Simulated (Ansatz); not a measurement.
# Sn2HO2: the cost of one run

Method: DFT PBE+D3(BJ), scalar-relativistic, plane waves, PAW, in Ansatz 0.2.0.

9 further runs of the same task are left out: 1 that didn't finish, 8 set aside as unsound or not needed. Runs told in other sessions of the task aren't counted.

### Step 1. The starting structure

The structure is orthorhombic, space group Pmm2 (No. 25). Conventional cell: a = 3.820 Å, b = 3.820 Å, c = 17.863 Å, α = 90.00°, β = 90.00°, γ = 90.00°. Sn (site symmetry mm2) has 4 O at 2.25 Å in its first shell of neighbours. O (site symmetry mm2) has 1 H at 1.12 Å in its first shell of neighbours. O (site symmetry mm2) is surrounded by 4 Sn at 2.25 Å. Sn (site symmetry mm2) is surrounded by 2 H at 1.91 Å and 4 O at 2.25 Å. Around H (site symmetry mm2) lie 1 O at 1.12 Å.

Structure file:

```cif
data_structure
_symmetry_space_group_name_H-M 'P 1'
_symmetry_Int_Tables_number 1
_cell_length_a 3.8202
_cell_length_b 3.8202
_cell_length_c 17.8630
_cell_angle_alpha 90.000
_cell_angle_beta 90.000
_cell_angle_gamma 90.000
_cell_volume 260.69
loop_
_atom_site_label
_atom_site_type_symbol
_atom_site_fract_x
_atom_site_fract_y
_atom_site_fract_z
_atom_site_occupancy
Sn1 Sn 0.75000 0.25000 0.22393 1
O1 O 0.25000 0.25000 0.29007 1
O2 O 0.75000 0.75000 0.29007 1
Sn2 Sn 0.25000 0.75000 0.35621 1
H1 H 0.25000 0.25000 0.35256 1
```

This is the geometry of the first run shown, built on a cell relaxed beforehand with the same method.

### Step 2. Plan of the line

Atoms count from 1 in the order of the input.

H is moved over the surface cell; relaxed at each place: the height of the adsorbate's atoms; substrate rigid; the origin of the map has the adsorbate above Sn4.

First coordinate, position of H5 along the first surface vector, from above Sn4: 8 values from 0.000 to 0.875, periodic. Second coordinate, position of H5 along the second surface vector, from above Sn4: 8 values from 0.000 to 0.875, periodic.

Relaxed at each point: the height of the adsorbate's atoms; substrate rigid. Points are written as (first, second).

The two vectors of the plane (Å): (3.820, 0.000, 0.000); (0.000, 3.820, 0.000).

### Step 3. Grid point (0/8, 4/8) of the map's two axes

input.yaml reads:

```yaml
crystal:
  lattice:
    - [3.8201633739, 0.0, 0.0]
    - [0.0, 3.8201633739, 0.0]
    - [0.0, 0.0, 17.8630408312]
  atoms:
    - { symbol: Sn, position: [0.75, 0.25, 0.2239260402] }
    - { symbol: O, position: [0.25, 0.25, 0.2900693373] }
    - { symbol: O, position: [0.75, 0.75, 0.2900693373] }
    - { symbol: Sn, position: [0.25, 0.75, 0.3562126343] }
    - { symbol: H, position: [0.25, 1.25, 0.3525628194], spin: 1.0 }
basis:
  ecutwfc: 420
kpoints:
  mp_grid: { grid: [7, 7, 1] }
hamiltonian:
  xc: pbe
  pseudopotentials: { kind: paw, azcp: { folder: soft_1 } }
  dispersion: d3bj
scf:
  occupations: { method: gaussian, width: 0.05 }
output:
  forces: true
  eigenvalues: true
  populations: true
magnetization:
  spin_polarized: true
relax:
  adjacent_minimum: "off"
  f_tol: 0.025
  max_steps: 16
  constraints: [{ sites: [0, 1, 2, 3] }, { sites: [4], fix: xy }]
efield:
  axis: 3
  dipole_correction: true
  ramp_width: 0.04
```

Started as:

```
$ ansatz run input.yaml --threads 1 --pin off --max-ram 3072MiB --backend cpu --events-out ev --progress --plain --runs-dir out
```

What time and memory should one allow on 1 thread of AMD EPYC 9R45 (Zen 5), shared host?

About 1.8 min, with a peak of 0.59 GiB.
